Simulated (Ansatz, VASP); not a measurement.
CdF2 in VASP and in Ansatz

Contents of INCAR:

```
PREC     = Accurate       # precision mode
ENCUT    = 520            # plane-wave cutoff, eV
EDIFF    = 1E-6           # SCF threshold, eV
ISMEAR   = 0              # smearing method
SIGMA    = 0.05           # smearing width, eV
LREAL    = F              # projectors in reciprocal space
LASPH    = T              # aspherical terms in the spheres
NELM     = 80             # most SCF steps
ALGO     = Normal         # electronic algorithm
ISIF     = 2              # what is computed and relaxed
LWAVE    = F              # write WAVECAR
LCHARG   = F              # write CHGCAR
GGA      = CA             # functional
NBANDS   = 20             # bands
```

KPOINTS

```
regular mesh
0
Gamma
  8 8 8
```

Contents of POSCAR:

```
CdF2
1.0
    0.0000000000      2.6940000000      2.6940000000
    2.6940000000      0.0000000000      2.6940000000
    2.6940000000      2.6940000000      0.0000000000
Cd F
1 2
Direct
    0.0120549193      0.0120549193      0.0120549193
    0.2500000000      0.2500000000      0.2500000000
    0.7500000000      0.7500000000      0.7500000000
```

Input for Ansatz:

```yaml
crystal:
  lattice:
    - [0.0, 2.694, 2.694]
    - [2.694, 0.0, 2.694]
    - [2.694, 2.694, 0.0]
  atoms:
    - { symbol: Cd, position: [0.0120549193, 0.0120549193, 0.0120549193] }
    - { symbol: F, position: [0.25, 0.25, 0.25] }
    - { symbol: F, position: [0.75, 0.75, 0.75] }
basis:
  ecutwfc: 420
kpoints:
  mp_grid: { grid: [8, 8, 8] }
hamiltonian:
  xc: lda
scf:
  occupations: { method: gaussian, width: 0.05 }
output:
  forces: true
  stress: true
  eigenvalues: true
```

Change from the starting cell: all Cd atoms moved +0.113 Å, as atom 1 along Cartesian [1 1 1].

Alike in both runs: task single point; functional LDA; k mesh 8 × 8 × 8; occupations gaussian, width 0.05 eV; no spin polarisation.

|  | VASP | Ansatz |
| --- | --- | --- |
| version | VASP 6.6.1 | Ansatz 0.2.0 |
| potentials or method | VASP PAW LDA potentials, release 64 (Cd, F) | scalar-relativistic, plane waves, PAW |
| plane-wave cutoff (eV) | 520 | 420 |
| valence electrons in the cell | 26 | 34 |

```csv
,VASP,Ansatz,Ansatz less VASP
gap on the k mesh at the Fermi level (eV),2.81,2.83,+0.015
least direct gap on the mesh (eV),3.29,3.30,+0.009
pressure (GPa),-4.0,-5.0,-1.02
largest component of the traceless stress (GPa),0.47,0.42,-0.042
rms of the force components (eV/Å),0.245,0.215,-0.0300
```

Atom by atom the forces differ by 0.030 eV/Å (rms over components). The two sets of potentials don't hold the same shells in valence.

A k mesh can miss the band edges.
